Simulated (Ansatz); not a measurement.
An Ansatz input:

```yaml
crystal:
  lattice:
    - [-2.0733711825, 2.0733711825, 2.0733711825]
    - [2.0733711825, -2.0733711825, 2.0733711825]
    - [2.0733711825, 2.0733711825, -2.0733711825]
  atoms:
    - { symbol: "Y", position: [0.0, 0.0, 0.0], spin: 1.0 }
hamiltonian:
  xc: pbe
  pseudopotentials:
    kind: paw
    azcp:
      "Y": "pseudopotentials/Y.paw.azcp"
basis:
  ecutwfc: 420
  fft_grid_basis: typed
kpoints:
  mp_grid: { grid: [18, 18, 18], shift: [0, 0, 0] }
magnetization:
  spin_polarized: true
scf:
  occupations: { method: fermi_dirac, width: 0.05 }
output:
  stress: true
```

Terminal output

```
Engine: ansatz 0.2.0, aarch64-unknown-linux-gnu
Pseudopotentials: kind: paw
Pseudopotential: Y, paw, valence charge 11, recommended cutoff 420 eV (normal) 
Functional definition: PBE
  parameter kappa = 0.804
  parameter beta = 0.06672455060314922
  exchange = pbe_x(kappa = kappa, mu = beta*pi^2/3)
  correlation = pbe_c(beta = beta)
Crystal: 1 atoms, lattice volume = 35.653 Å³
Basis set: ecut = 420 eV, 683 PW (Γ)
Bands: 10, of which v1, the nominal top of the filled ones, is band 6 counted from 1 (5 counted from 0)
Symmetry: 48 space group operations
Space group: Im-3m (ITA 229), of the structure as read, at distance tolerance 3.3e-5 Å
Magnetic group: BNS 229.140 (UNI 1642), of the structure as read, at distance tolerance 3.3e-5 Å
k-points: 195 of 5832
Non-local potential: Y, projectors of the file, l = 0: 3, l = 1: 2, l = 2: 2, l = 3: 1
PAW form: soft (Blöchl's): semilocal exchange-correlation on the pseudo side does not see the compensation charge
PAW one-centre angular grid: Y, 590 points (default); XC on 64 Gauss nodes
Initial density: superposition of atomic densities (chi_scale 0.1, normalization cell)
Starting moments: Σ|m| = 1 μB on 1 of 1 site
Initial wavefunctions: pseudopotential atomic-orbital guess
Functional: x = pbe(κ = 0.804, μ = 0.2195149727645171), c = pbe(β = 0.06672455060314922)
iter 1 solved again at ethr=1.19e-3 eV; its pass at ethr=3.10e-3 eV (dr2=1.31e-1 eV) is discarded
SCF iter   1: F=—  HF=-3848.585152 eV  |F-HF|=—  |Δ(HF+E_count)|=         —  Δρ=1.66e-2 (↑1.66e-2 ↓8.63e-3)  dr2=1.30e-1  dr2_m=3.95e-2  M=0.570 μB ∫|m|=0.570 μB  β_m=0.30  ethr=1.19e-3  ⟨swp⟩=1.0  Hψ=29610  notcnv=0
Mixer restart at iter 1: flushing history
spin=Collinear: Kerker preconditioning applied to the charge; magnetization (m = ρ↑ − ρ↓) channel mixes plain (no charge-response kernel on spin).
SCF iter   2: F=—  HF=-3848.559042 eV  |F-HF|=—  |Δ(HF+E_count)|=   2.61e-2  Δρ=1.24e-2 (↑1.24e-2 ↓6.25e-3)  dr2=8.29e-2  dr2_m=2.01e-2  M=0.560 μB ∫|m|=0.560 μB  β_m=0.65  ethr=1.18e-3  ⟨swp⟩=1.0  Hψ=3900  notcnv=0
SCF iter   3: F=—  HF=-3848.529943 eV  |F-HF|=—  |Δ(HF+E_count)|=   2.91e-2  Δρ=1.41e-3 (↑1.17e-3 ↓1.41e-3)  dr2=1.68e-3  dr2_m=1.69e-4  M=0.503 μB ∫|m|=0.503 μB  β_m=0.82  ethr=7.54e-4  ⟨swp⟩=2.1  Hψ=6812  notcnv=0
SCF iter   4: F=—  HF=-3848.530593 eV  |F-HF|=—  |Δ(HF+E_count)|=   6.50e-4  Δρ=3.93e-4 (↑3.35e-4 ↓3.93e-4)  dr2=3.49e-5  dr2_m=3.55e-5  M=0.468 μB ∫|m|=0.468 μB  β_m=0.91  ethr=1.53e-5  ⟨swp⟩=2.1  Hψ=4634  notcnv=0
SCF iter   5: F=—  HF=-3848.530865 eV  |F-HF|=—  |Δ(HF+E_count)|=   2.72e-4  Δρ=3.15e-4 (↑3.10e-4 ↓3.15e-4)  dr2=3.17e-6  dr2_m=3.09e-5  M=0.446 μB ∫|m|=0.446 μB  β_m=0.96  ethr=3.17e-7  ⟨swp⟩=2.6  Hψ=5681  notcnv=0
SCF iter   6: F=—  HF=-3848.531131 eV  |F-HF|=—  |Δ(HF+E_count)|=   2.66e-4  Δρ=2.52e-4 (↑2.52e-4 ↓2.49e-4)  dr2=3.57e-7  dr2_m=2.03e-5  M=0.411 μB ∫|m|=0.411 μB  β_m=0.98  ethr=2.88e-8  ⟨swp⟩=2.6  Hψ=6674  notcnv=0
SCF iter   7: F=—  HF=-3848.531485 eV  |F-HF|=—  |Δ(HF+E_count)|=   3.53e-4  Δρ=1.35e-4 (↑1.28e-4 ↓1.35e-4)  dr2=4.36e-7  dr2_m=5.50e-6  M=0.328 μB ∫|m|=0.328 μB  β_m=0.99  ethr=3.24e-9  ⟨swp⟩=3.5  Hψ=9062  notcnv=0
SCF iter   8: F=—  HF=-3848.531634 eV  |F-HF|=—  |Δ(HF+E_count)|=   1.49e-4  Δρ=7.18e-5 (↑6.18e-5 ↓7.18e-5)  dr2=3.06e-7  dr2_m=1.36e-6  M=0.254 μB ∫|m|=0.254 μB  β_m=0.99  ethr=3.24e-9  ⟨swp⟩=3.6  Hψ=8672  notcnv=0
SCF iter   9: F=—  HF=-3848.531715 eV  |F-HF|=—  |Δ(HF+E_count)|=   8.07e-5  Δρ=3.06e-5 (↑2.95e-5 ↓3.06e-5)  dr2=1.83e-7  dr2_m=2.36e-7  M=0.167 μB ∫|m|=0.167 μB  β_m=1.00  ethr=2.78e-9  ⟨swp⟩=3.1  Hψ=8753  notcnv=0
SCF iter  10: F=—  HF=-3848.531742 eV  |F-HF|=—  |Δ(HF+E_count)|=   2.67e-5  Δρ=1.85e-5 (↑1.85e-5 ↓1.43e-5)  dr2=8.99e-8  dr2_m=6.04e-8  M=0.097 μB ∫|m|=0.097 μB  β_m=0.89  ethr=1.66e-9  ⟨swp⟩=3.1  Hψ=8745  notcnv=0
SCF iter  11: F=—  HF=-3848.531752 eV  |F-HF|=—  |Δ(HF+E_count)|=   1.07e-5  Δρ=8.93e-6 (↑8.93e-6 ↓4.61e-6)  dr2=3.77e-8  dr2_m=4.23e-9  M=0.020 μB ∫|m|=0.020 μB  β_m=1.00  ethr=8.17e-10  ⟨swp⟩=4.0  Hψ=9231  notcnv=0
SCF iter  12: F=—  HF=-3848.531749 eV  |F-HF|=—  |Δ(HF+E_count)|=   3.24e-6  Δρ=8.90e-6 (↑8.90e-6 ↓7.45e-6)  dr2=2.46e-8  dr2_m=1.46e-8  M=-0.058 μB ∫|m|=0.058 μB  β_m=1.00  ethr=3.43e-10  ⟨swp⟩=4.0  Hψ=9386  notcnv=0
SCF iter  13: F=—  HF=-3848.531735 eV  |F-HF|=—  |Δ(HF+E_count)|=   1.36e-5  Δρ=1.70e-5 (↑1.70e-5 ↓1.69e-5)  dr2=5.39e-10  dr2_m=9.42e-8  M=-0.119 μB ∫|m|=0.119 μB  β_m=1.00  ethr=2.24e-10  ⟨swp⟩=4.0  Hψ=9361  notcnv=0  recentre
SCF iter  14: F=—  HF=-3848.531748 eV  |F-HF|=—  |Δ(HF+E_count)|=   1.21e-5  Δρ=1.67e-5 (↑1.51e-5 ↓1.67e-5)  dr2=2.01e-7  dr2_m=2.14e-8  M=-0.068 μB ∫|m|=0.068 μB  β_m=0.94  ethr=4.90e-12  ⟨swp⟩=5.4  Hψ=11905  notcnv=0
SCF iter  15: F=—  HF=-3848.531751 eV  |F-HF|=—  |Δ(HF+E_count)|=   3.78e-6  Δρ=9.54e-6 (↑8.68e-6 ↓9.54e-6)  dr2=7.33e-8  dr2_m=5.11e-9  M=-0.036 μB ∫|m|=0.036 μB  β_m=0.75  ethr=4.90e-12  ⟨swp⟩=4.5  Hψ=11025  notcnv=0
SCF iter  16: F=—  HF=-3848.531752 eV  |F-HF|=—  |Δ(HF+E_count)|=   1.14e-6  Δρ=3.56e-6 (↑2.96e-6 ↓3.56e-6)  dr2=8.89e-9  dr2_m=8.86e-10  M=-0.014 μB ∫|m|=0.014 μB  β_m=0.81  ethr=4.90e-12  ⟨swp⟩=4.3  Hψ=10770  notcnv=0
SCF iter  17: F=—  HF=-3848.531753 eV  |F-HF|=—  |Δ(HF+E_count)|=   2.17e-7  Δρ=4.20e-7 (↑4.20e-7 ↓3.47e-7)  dr2=3.39e-11  dr2_m=3.62e-11  M=-0.002 μB ∫|m|=0.002 μB  β_m=0.91  ethr=4.90e-12  ⟨swp⟩=4.2  Hψ=9631  notcnv=0
SCF iter  18: F=-3848.531753 eV  HF=-3848.531753 eV  |F-HF|=6.82e-12  |Δ(HF+E_count)|=   6.46e-9  Δρ=1.63e-7 (↑1.63e-7 ↓1.37e-7)  dr2=2.00e-11  dr2_m=7.98e-13  M=-0.000 μB ∫|m|=0.000 μB  ethr=1.00e-12  ⟨swp⟩=1.0  Hψ=14426  notcnv=0
SCF 1 converged in 18 iterations: F = -3848.531753 eV  dr2 = 2.00e-11
WARN: the starting moments were not kept: the SCF closed with an absolute magnetisation of 3.3e-4 μB, where they sum to 1 μB in size (1 site). That is at most 0.1 of that sum. Measured as dr2_m measures the in/out step, that magnetisation stands 7.7e-9 eV from none, at or under the dr2_threshold of 1.0e-7 eV: it is no larger than a step whose dr2_m would equal this threshold. The system may hold no moment; this SCF shows only that its start led to no more than that. To try another start: raise the starting moments (crystal.atoms[].spin, magnetization.per_species, magnetization.initial_magnetization, or on a non-collinear deck that types none of these the spinor_matrix: blocks that start its atoms; where the total moment is fixed, keep their sum and leave initial_magnetization as it is; typed ones take the place of any that the run laid by itself, positive ones on a crystal's lanthanoids without a Hubbard term where scf.initial_density.shell_occupations: [] is typed) or, if the notice of its spin-set hold's release reads "site moments contracting" or "site moments show no strong build", lengthen the hold (scf.mixing.spin_hold: { on: { confirm: 4 } }; for m-r²SCAN on two components see the key's manual first). Each may lead to a state that holds a moment. A second SCF, from the converged charge density, with the starting moments and any scf.initial_density.shell_occupations laid on it anew, would have followed, and was not run: the deck does not ask for one (magnetization.retry_lost_moments is false, the default). To let it run, set magnetization.retry_lost_moments: true and run the deck again, where that key's refused combinations let it; where memory then withholds it, that run's warning says so.
SCF converged after 18 iterations
Magnetization: -0.0003 μB (5.4998 up, 5.5002 down)
Absolute magnetization: 0.0003 μB (∫|ρ↑−ρ↓|, with the PAW one-centre terms)
Spin contamination: 0.0000 ħ² per cell (⟨S²⟩ above its minimum at these occupations)
Per-site moments (μB) at R_I (Å): [(-0.00018445351719323448, 1.4813634953036547)]
Free energy (F): -3848.531753 eV
Harris-Foulkes:  -3848.531753 eV  (|F-HF|=6.82e-12)
Internal energy: -3848.508332 eV  (E = F + TS)
E sigma→0 (E₀):  -3848.520042 eV
Entropy (-TS):   -0.023421 eV (-23.421 meV/atom)
Fermi energy:    8.571526 eV
--- Per-component energies (eV) ---
  E_band       = -133.519341
  E_kinetic    = 302.891067
  E_local      = -642.885113  (includes V_loc(G=0)·N_el)
  E_nonlocal   = 49.879200
  E_hartree    = 203.664605
  E_xc         = -172.230295
  E_vxc        = -197.572454  (∫ρ·V_xc dr)
  E_paw        = -2825.270505  (= ΣΔE_a)
  E_vpaw       = -53.161226  (= ΣTr[D̂ρ^β])
  E_aug_tail   = 0.000004  (compensation charges beyond the density's cutoff)
  E_ewald      = -764.557295
  E_smearing   = -0.023421  (= −TS)
  E_closure    = 0.000000  (closes the sum)
  Σ components = -3848.531753   (vs F -3848.531753, Δ=0.00e0)
--- Stress (GPa, compression-positive) ---
       -2.647410       0.000000      -0.000000
       -0.000000      -2.647410      -0.000000
        0.000000       0.000000      -2.647410
  P = ⅓ Tr σ = -2.6474 GPa (-26.474 kbar)
```
